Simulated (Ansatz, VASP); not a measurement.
Two plane-wave programs on H7Rh2

```
H Rh
1.0
     3.67142    0.00000    0.00000
    -1.83571    3.17954    0.00000
     0.00000    0.00000    6.84292
H Rh
7 2
Direct
  0.64400 0.00000 0.50000
  0.00000 0.64400 0.50000
  0.35600 0.35600 0.50000
  0.35600 0.00000 0.50000
  0.00000 0.35600 0.50000
  0.64400 0.64400 0.50000
  0.00000 0.00000 0.00000
  0.00000 0.00000 0.33941
  0.00000 0.00000 0.66059
```

Alike in both runs: task single point; functional PBE; k mesh 6 × 6 × 4; occupations gaussian, width 0.1 eV; no spin polarisation.

|  | VASP | Ansatz |
| --- | --- | --- |
| version | VASP 6.6.1 | Ansatz 0.2.0 |
| potentials or method | VASP PAW PBE potentials, release 64 (H, Rh_pv) | scalar-relativistic, plane waves, PAW |
| plane-wave cutoff (eV) | 520 | 420 |
| valence electrons in the cell | 37 | 41 |

|  | VASP | Ansatz | Ansatz less VASP |
| --- | --- | --- | --- |
| gap on the k mesh at the Fermi level (eV) | none | none | - |
| pressure (GPa) | 26.5 | 26.1 | -0.34 |
| largest component of the traceless stress (GPa) | 17.22 | 16.86 | -0.355 |
| rms of the force components (eV/Å) | 3.908 | 3.862 | -0.0463 |

Atom by atom the forces differ by 0.050 eV/Å (rms over components). A gap of «none» marks a metal or a gap that the smearing closes. The two sets of potentials don't hold the same shells in valence.

Caveats: so large a pressure means that the cell lies far from this level's equilibrium, or that cutoff or potentials fall short (VASP); forces of over 1 eV/Å show positions far from the minimum, so gaps and moduli don't describe the material at rest.
